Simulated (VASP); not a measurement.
# ZnS (Wurtzite-2H) in VASP: further runs

ZnS (Wurtzite-2H) is run at these levels: PBE; tasks: single point.

All numbers are computed with VASP 6.6.1; they aren't measurements. Logs are shortened: lines on timing, memory, paths and dates and some standing lists are left out, and cuts for length are marked.

**Experimental background.**

From a printed reference work, monograph, for a bulk crystal of ZnS at 4 K: band gap 3.911 eV (direct).

The runs below are set against these values where they give the same quantity.

**1. The cell of the first run**

The structure is hexagonal, space group P6_3mc (No. 186). Conventional cell: a = 3.811 Å, b = 3.811 Å, c = 6.234 Å, α = 90.00°, β = 90.00°, γ = 120.00°. Within 3.1 Å of Zn (site symmetry 3m) lie 4 S at 2.31 to 2.40 Å. S (site symmetry 3m) has 4 Zn at 2.31 to 2.40 Å within 3.1 Å.

**2. Single point, PBE**

File INCAR:

```
SYSTEM = ZnS
ALGO     = Normal         ! electronic algorithm
EDIFF    = 1E-6           ! SCF threshold, eV
ENCUT    = 520            ! plane-wave cutoff, eV
GGA      = PE             ! functional
ISIF     = 2              ! what is computed and relaxed
ISMEAR   = 0              ! smearing method
LASPH    = .TRUE.         ! aspherical terms in the spheres
LCHARG   = .TRUE.         ! write CHGCAR
LELF     = .TRUE.         ! ELF
LREAL    = .FALSE.        ! projectors in reciprocal space
LVHAR    = .TRUE.       
LWAVE    = .FALSE.        ! write WAVECAR
NBANDS   = 26             ! bands
NELM     = 60             ! most SCF steps
PREC     = Accurate       ! precision mode
SIGMA    = 0.01           ! smearing width, eV
```

File KPOINTS:

```
k-points
0
G
  6 6 4
  0 0 0
```

File POSCAR:

```
ZnS
1.0
    3.8110000000      0.0000000000      0.0000000000
   -1.9055000000      3.3004230000      0.0000000000
    0.0000000000      0.0000000000      6.2340000000
Zn S
2 2
Direct
    0.3333333333      0.6666666667      0.0000000000
    0.6666666667      0.3333333333      0.5000000000
    0.3333333333      0.6666666667      0.3850000000
    0.6666666667      0.3333333333      0.8850000000
```

Potentials or basis: VASP PAW PBE potentials, release 64 (Zn, S).

Started as:

```sh
cat potpaw_PBE.64/Zn/POTCAR potpaw_PBE.64/S/POTCAR > POTCAR
mpirun -np 1 vasp_std > vasp.out
```

OUTCAR:

```text
SYSTEM = ZnS
   EDIFF = 1E-6
   ENCUT = 520
   GGA = PE
   ISIF = 2
   ISMEAR = 0
   LASPH = .TRUE.
   LREAL = .FALSE.
   NELM = 60
   PREC = Accurate

 ion  position               nearest neighbor table
   1  0.333  0.667  0.000-   4 2.31   4 2.31   4 2.31   3 2.40
   2  0.667  0.333  0.500-   3 2.31   3 2.31   3 2.31   4 2.40
   3  0.333  0.667  0.385-   2 2.31   2 2.31   2 2.31   1 2.40
   4  0.667  0.333  0.885-   1 2.31   1 2.31   1 2.31   2 2.40

  LATTYP: Found a hexagonal cell.
 ALAT       =     3.8110000000
 C/A-ratio  =     1.6357911309

  Lattice vectors:

 A1 = (   3.8110000000,   0.0000000000,   0.0000000000)
 A2 = (  -1.9055000000,   3.3004230000,   0.0000000000)
 A3 = (   0.0000000000,   0.0000000000,   6.2340000000)

Analysis of symmetry for initial positions (statically):
=====================================================================
 Subroutine PRICEL returns:
 Original cell was already a primitive cell.

 Routine SETGRP: Setting up the symmetry group for a
 hexagonal supercell.

 Subroutine GETGRP returns: Found 12 space group operations
 (whereof  6 operations were pure point group operations)
 out of a pool of 24 trial point group operations.

The static configuration has the point symmetry C_3v.
 The point group associated with its full space group is C_6v.

Analysis of symmetry for dynamics (positions and initial velocities):
=====================================================================
 Subroutine PRICEL returns:
 Original cell was already a primitive cell.

 Routine SETGRP: Setting up the symmetry group for a
 hexagonal supercell.

 Subroutine GETGRP returns: Found 12 space group operations
 (whereof  6 operations were pure point group operations)
 out of a pool of 24 trial point group operations.

The dynamic configuration has the point symmetry C_3v.
 The point group associated with its full space group is C_6v.

 Subroutine INISYM returns: Found 12 space group operations
 (whereof  6 operations are pure point group operations),
 and found     1 'primitive' translations

[... 87 lines left out ...]
   ICHARG =      2    charge: 1-file 2-atom 10-const
   ISPIN  =      1    spin polarized calculation?
   LNONCOLLINEAR =      F non collinear calculations
   LSORBIT =      F    spin-orbit coupling
   LASPH  =      T    aspherical Exc in radial PAW
   ENCUT  =  520.0 eV  38.22 Ry    6.18 a.u.   7.09  7.09 11.59*2*pi/ulx,y,z
   NELM   =     60;   NELMIN=  2; NELMDL= -5     # of ELM steps
   EDIFF  = 0.1E-05   stopping-criterion for ELM
   LREAL  =      F    real-space projection
   EDIFFG = 0.1E-04   stopping-criterion for IOM
   NSW    =      0    number of steps for IOM
   IBRION =     -1    ionic relax: 0-MD 1-quasi-New 2-CG
   NFREE  =      0    steps in history (QN), initial steepest desc. (CG)
   ISIF   =      2    stress and relaxation
   ISYM   =      2    0-nonsym 1-usesym 2-fastsym
   POTIM  = 0.5000    time-step for ionic-motion
   TEBEG  =    0.0;   TEEND  =   0.0 temperature during run
   PSTRESS=    0.0 pullay stress
   NELECT =      36.0000    total number of electrons
   NUPDOWN=      -1.0000    fix difference up-down
   EMIN   =  10.00;   EMAX   =-10.00  energy-range for DOS
   EFERMI =   0.00;   METHOD = LEGACY
   ISMEAR =     0;   SIGMA  =   0.01  broadening in eV -4-tet -1-fermi 0-gaus
   EFERMI_NEDOS =   21; number of points for ismear=-14 and -15
   IALGO  =     38    algorithm
   IMIX   =      4    mixing-type and parameters
     AMIX     =   0.40;   BMIX     =  1.00
     AMIX_MAG =   1.60;   BMIX_MAG =  1.00
  volume/ion in A,a.u.               =      19.60       132.29
  Fermi-wavevector in a.u.,A,eV,Ry     =   1.262943  2.386617 21.701646  1.595026
  Thomas-Fermi vector in A             =   2.396326
   LORBIT       =      0    0 simple, 1 ext, 2 COOP (PROOUT), +10 PAW based schemes
   GGA     = PE    functional components
   LHFCALC =     F    Hartree Fock is set to
   AEXX    =    0.0000 exact exchange contribution
   IVDW    =     0    specifies the selected vdW correction
   LEPSILON=     F    determine dielectric tensor
   LRPA    =     F    only Hartree local field effects (RPA)
 non-spin polarized calculation
 Gauss-broadening in eV      SIGMA  =   0.01
  energy-cutoff  :      520.00
  volume of cell :       78.41
 maximum number of plane-waves:      2133
   NGX = 15   NGY = 15   NGZ = 23

 number of electron      35.9999977 magnetization

 Free energy of the ion-electron system (eV)
  ---------------------------------------------------
  ext. energy  EPLUGINS =         0.00000000
  ---------------------------------------------------
  free energy    TOTEN  =       -13.65076041 eV

  energy without entropy =      -13.65076041  energy(sigma->0) =      -13.65076041

 E-fermi :   2.2639     XC(G=0):  -9.6507

 val. band max:        2.1636697769   @ k =   0.0000   0.0000   0.0000
 cond. band min:       4.4165317229   @ k =   0.0000   0.0000   0.0000
 fundamental gap:      2.2528619460
 Fermi energy:         2.2638600880

 k-point     1 :       0.0000    0.0000    0.0000
  band No.  band energies     occupation
      1     -11.0298      2.00000
      2     -10.1067      2.00000
      3      -4.2061      2.00000
      4      -4.2061      2.00000
      5      -4.1418      2.00000
      6      -4.1418      2.00000
[... 598 lines left out ...]
     25      11.9395      0.00000
     26      11.9395      0.00000

------------------------ aborting loop because EDIFF is reached ----------------------------------------

  FORCE on cell =-STRESS in cart. coord.  units (eV):
  Direction    XX          YY          ZZ          XY          YZ          ZX
  --------------------------------------------------------------------------------------
  -------------------------------------------------------------------------------------
  Total        1.5674512      1.5674513      0.5412183      0.0000000      0.0000000      0.0000000
  in kB       32.0279580     32.0279616     11.0587923      0.0000000      0.0000000      0.0000000
  external PRESSURE =      25.0382373 kB  Pullay stress =       0.0000000 kB

 VOLUME and BASIS-vectors are now :
 -----------------------------------------------------------------------------
  energy-cutoff  :      520.00
  volume of cell :       78.41
      direct lattice vectors                 reciprocal lattice vectors
     3.811000000  0.000000000  0.000000000     0.262398321  0.151495733  0.000000000
    -1.905500000  3.300423000  0.000000000     0.000000000  0.302991465  0.000000000
     0.000000000  0.000000000  6.234000000     0.000000000  0.000000000  0.160410651

 POSITION                                       TOTAL-FORCE (eV/Angst)
 -----------------------------------------------------------------------------------
     -0.00000      2.20028      0.00000         0.000000     -0.000000      0.323934
      1.90550      1.10014      3.11700        -0.000000      0.000000      0.323934
     -0.00000      2.20028      2.40009         0.000000     -0.000000     -0.323934
      1.90550      1.10014      5.51709        -0.000000      0.000000     -0.323934
 -----------------------------------------------------------------------------------
    total drift:                               -0.000000     -0.000000      0.000466

  FREE ENERGIE OF THE ION-ELECTRON SYSTEM (eV)
  ---------------------------------------------------
  free  energy   TOTEN  =       -13.6507604073 eV

  energy  without entropy=      -13.6507604073  energy(sigma->0) =      -13.65076041
```

stdout:

```text
POSCAR found type information on POSCAR ZnS
 POSCAR found :  2 types and       4 ions
 scaLAPACK will be used
 LDA part: xc-table for (Slater+PW92), standard interpolation
 POSCAR, INCAR and KPOINTS ok, starting setup
 FFT: planning ... GRIDC
 FFT: planning ... GRID_SOFT
 FFT: planning ... GRID
 WAVECAR not read
 entering main loop
```

Wall time 20 s (1 thread of Intel Xeon 6975P-C (Granite Rapids), shared host); peak memory 0.19 GiB.

Results:

* Free energy: -13.6508 eV
* Pressure: 2.5 GPa
* Largest force: 0.324 eV/Å
* Band gap on the k mesh: 2.25 eV, direct

Forces in eV/Å, atoms in the order of the input:
```
Zn   0.000  0.000  0.324
Zn   0.000  0.000  0.324
S    0.000  0.000 -0.324
S    0.000  0.000 -0.324
```

Stress tensor (GPa, compression positive):
```
3.20 0.00 0.00
0.00 3.20 0.00
0.00 0.00 1.11
```

**3. Single point, PBE**

File INCAR:

```
  ALGO = Normal
  EDIFF = 1E-6
  ENCUT = 520
  GGA = PE
  ISIF = 2
  ISMEAR = 0
  LASPH = True
  LCHARG = False
  LREAL = False
  LWAVE = False
  NBANDS = 26
  NELM = 60
  PREC = Accurate
  SIGMA = 0.01
```

File KPOINTS:

```
k-points
0
Gamma
  6 6 4
```

Edit POSCAR of step 2 so:

```diff
@@ -9,3 +9,3 @@
     0.3333333333      0.6666666667      0.0000000000
-    0.6666666667      0.3333333333      0.5000000000
+    0.6636367520      0.3272735040      0.5000000000
     0.3333333333      0.6666666667      0.3850000000
```

Potentials or basis: VASP PAW PBE potentials, release 64 (Zn, S).

Started as:

```sh
cat potpaw_PBE.64/Zn/POTCAR potpaw_PBE.64/S/POTCAR > POTCAR
mpirun -np 1 vasp_std > vasp.out
```

OUTCAR:

```text
EDIFF = 1E-6
   ENCUT = 520
   GGA = PE
   ISIF = 2
   ISMEAR = 0
   LASPH = True
   LREAL = False
   NELM = 60
   PREC = Accurate

 ion  position               nearest neighbor table
   1  0.333  0.667  0.000-   4 2.31   4 2.31   4 2.31   3 2.40
   2  0.664  0.327  0.500-   3 2.30   3 2.32   3 2.32   4 2.40
   3  0.333  0.667  0.385-   2 2.30   2 2.32   2 2.32   1 2.40
   4  0.667  0.333  0.885-   1 2.31   1 2.31   1 2.31   2 2.40

  LATTYP: Found a hexagonal cell.
[... 887 lines left out ...]
     25      11.9997      0.00000
     26      12.9541      0.00000

 [... further k-points ...]
[... 5 lines left out ...]
  --------------------------------------------------------------------------------------
  -------------------------------------------------------------------------------------
  Total        1.4656154      1.7063167      0.5556894      0.0000000      0.0794107      0.0000000
  in kB       29.9471322     34.8654175     11.3544822      0.0000000      1.6226108      0.0000000
  external PRESSURE =      25.3890106 kB  Pullay stress =       0.0000000 kB

 VOLUME and BASIS-vectors are now :
 -----------------------------------------------------------------------------
  energy-cutoff  :      520.00
  volume of cell :       78.41
      direct lattice vectors                 reciprocal lattice vectors
     3.811000000  0.000000000  0.000000000     0.262398321  0.151495733  0.000000000
    -1.905500000  3.300423000  0.000000000     0.000000000  0.302991465  0.000000000
     0.000000000  0.000000000  6.234000000     0.000000000  0.000000000  0.160410651

 POSITION                                       TOTAL-FORCE (eV/Angst)
 -----------------------------------------------------------------------------------
     -0.00000      2.20028      0.00000         0.000000      0.002913      0.323929
      1.90550      1.08014      3.11700        -0.000000      0.139539      0.326680
     -0.00000      2.20028      2.40009         0.000000     -0.136505     -0.326320
      1.90550      1.10014      5.51709        -0.000000     -0.005947     -0.324289
 -----------------------------------------------------------------------------------
    total drift:                               -0.000000     -0.000642      0.000476

  FREE ENERGIE OF THE ION-ELECTRON SYSTEM (eV)
  ---------------------------------------------------
  free  energy   TOTEN  =       -13.6493775188 eV

  energy  without entropy=      -13.6493775188  energy(sigma->0) =      -13.64937752
```

OSZICAR:

```text
N       E                     dE             d eps       ncg     rms          rms(c)
DAV:   1     0.245017779669E+03    0.24502E+03   -0.17036E+04  2444   0.167E+03
DAV:   2     0.102183469426E+02   -0.23480E+03   -0.22456E+03  2524   0.351E+02
DAV:   3    -0.139159383481E+02   -0.24134E+02   -0.23895E+02  2896   0.112E+02
DAV:   4    -0.145012360008E+02   -0.58530E+00   -0.58400E+00  2852   0.175E+01
DAV:   5    -0.145101436081E+02   -0.89076E-02   -0.89054E-02  2938   0.214E+00    0.992E+00
DAV:   6    -0.136591678261E+02    0.85098E+00   -0.16399E+00  3650   0.372E+01    0.762E+00
DAV:   7    -0.136552703114E+02    0.38975E-02   -0.12578E+00  2584   0.656E+00    0.346E+00
DAV:   8    -0.136485216271E+02    0.67487E-02   -0.35700E-02  3042   0.181E+00    0.986E-01
DAV:   9    -0.136490121189E+02   -0.49049E-03   -0.95094E-03  3334   0.133E+00    0.233E-01
DAV:  10    -0.136491549972E+02   -0.14288E-03   -0.61262E-04  2814   0.342E-01    0.954E-02
DAV:  11    -0.136493744614E+02   -0.21946E-03   -0.34262E-04  2540   0.128E-01    0.553E-02
DAV:  12    -0.136493740664E+02    0.39499E-06   -0.15341E-05  3022   0.508E-02    0.101E-02
DAV:  13    -0.136493773208E+02   -0.32544E-05   -0.45019E-06  2548   0.245E-02    0.363E-03
DAV:  14    -0.136493775188E+02   -0.19793E-06   -0.58412E-07  2140   0.157E-02
   1 F= -.13649378E+02 E0= -.13649378E+02  d E =-.144178E-51
```

stdout:

```text
POSCAR found type information on POSCAR ZnS
 POSCAR found :  2 types and       4 ions
 scaLAPACK will be used
 LDA part: xc-table for (Slater+PW92), standard interpolation
 POSCAR, INCAR and KPOINTS ok, starting setup
 FFT: planning ... GRIDC
 FFT: planning ... GRID_SOFT
 FFT: planning ... GRID
 WAVECAR not read
 entering main loop
```

Wall time 38 s (1 thread of Intel Xeon 6975P-C (Granite Rapids), shared host); peak memory 0.22 GiB.

Results:

| Property | Result |
| --- | --- |
| Free energy | -13.6494 eV |
| Pressure | 2.5 GPa |
| Largest force | 0.355 eV/Å |
| Band gap on the k mesh | 2.25 eV, direct |

Forces in eV/Å, atoms in the order of the input:
```
Zn   0.000  0.003  0.324
Zn   0.000  0.140  0.327
S    0.000 -0.137 -0.326
S    0.000 -0.006 -0.324
```

Stress tensor (GPa, compression positive):
```
2.99 0.00 0.00
0.00 3.49 0.16
0.00 0.16 1.14
```

[end of part 1 of 2]
